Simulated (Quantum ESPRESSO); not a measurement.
Set up this calculation in Quantum ESPRESSO 7.5, as the native input.

- Task: single point
- Functional: PBEsol
- Potentials or basis: GBRV 1.5 PBEsol
- Cutoff: 612 eV
- Density cutoff: 4898 eV
- k mesh: 12 × 12 × 6
- Occupations: fermi-dirac, width 0.05 eV
- Spin: collinear spin, ferromagnetic start
- Starting moments: [2.0, 2.0] μB
- Mixing beta: 0.3
- Most SCF iterations: 120
- SCF threshold: 4e-10 Ry

V:

```
V
1.0
     2.60429    0.00000    0.00000
    -1.30215    2.25538    0.00000
     0.00000    0.00000    4.72334
V
2
Direct
  0.33333 0.66667 0.25000
  0.66667 0.33333 0.75000
```

This isn't the form of V at room conditions, which is bcc.

The input as run:

pw.in

```
&CONTROL
  calculation = 'scf'
  prefix = 'pwscf'
  outdir = './tmp'
  pseudo_dir = './pseudo'
  tprnfor = .true.
  tstress = .true.
  disk_io = 'low'
/
&SYSTEM
  ibrav = 0
  celldm(1) = 8
  nat = 2
  ntyp = 1
  ecutwfc = 45
  ecutrho = 360
  nbnd = 23
  occupations = 'smearing'
  smearing = 'fd'
  degauss = 0.00367493
  nspin = 2
  starting_magnetization(1) = 0.1538
/
&ELECTRONS
  conv_thr = 4d-10
  electron_maxstep = 120
  mixing_beta = 0.3
/
ATOMIC_SPECIES
V     50.9415 v_pbesol_v1.4.uspp.F.UPF
CELL_PARAMETERS alat
  0.6151753252601   0.0000000000000   0.0000000000000
 -0.3075876626183   0.5327574594415   0.0000000000000
  0.0000000000000   0.0000000000000   1.1157264293232
ATOMIC_POSITIONS crystal
V      0.3333333333    0.6666666667    0.2500000000
V      0.6666666667    0.3333333333    0.7500000000
K_POINTS automatic
12 12 6 0 0 0
```

pp_density.in

```
&INPUTPP
  prefix = 'pwscf'
  outdir = './tmp'
  filplot = 'density.dat'
  plot_num = 0
/
&PLOT
  nfile = 1
  filepp(1) = 'density.dat'
  iflag = 3
  output_format = 6
  fileout = 'density.cube'
/
```

pp_potential.in

```
&INPUTPP
  prefix = 'pwscf'
  outdir = './tmp'
  filplot = 'potential.dat'
  plot_num = 11
/
&PLOT
  nfile = 1
  filepp(1) = 'potential.dat'
  iflag = 3
  output_format = 6
  fileout = 'potential.cube'
/
```

pp_spin.in

```
&INPUTPP
  prefix = 'pwscf'
  outdir = './tmp'
  filplot = 'spin.dat'
  plot_num = 6
/
&PLOT
  nfile = 1
  filepp(1) = 'spin.dat'
  iflag = 3
  output_format = 6
  fileout = 'spin.cube'
/
```

Potentials or basis: GBRV 1.5 PBEsol.

Launch:

```console
$ OMP_NUM_THREADS=1 mpirun -n 2 pw.x -nk 2 -in pw.in > pw.out
$ OMP_NUM_THREADS=1 mpirun -n 1 pp.x -in pp_density.in > pp_density.out
$ OMP_NUM_THREADS=1 mpirun -n 1 pp.x -in pp_potential.in > pp_potential.out
$ OMP_NUM_THREADS=1 mpirun -n 1 pp.x -in pp_spin.in > pp_spin.out
```

It gave:

| Quantity | Value |
| --- | --- |
| Pressure | -7.4 GPa |
| Band gap on the k mesh | none (metal or under the smearing width) |
| Net moment | 0.00 μB per cell |
| Absolute moment | 0.00 μB per cell |
| Valence electrons inside the program's atomic spheres | V 11.29 |

It took 40 s on 2 MPI ranks on Arm Neoverse V1, with other jobs on the host, peak memory 0.22 GiB a rank.
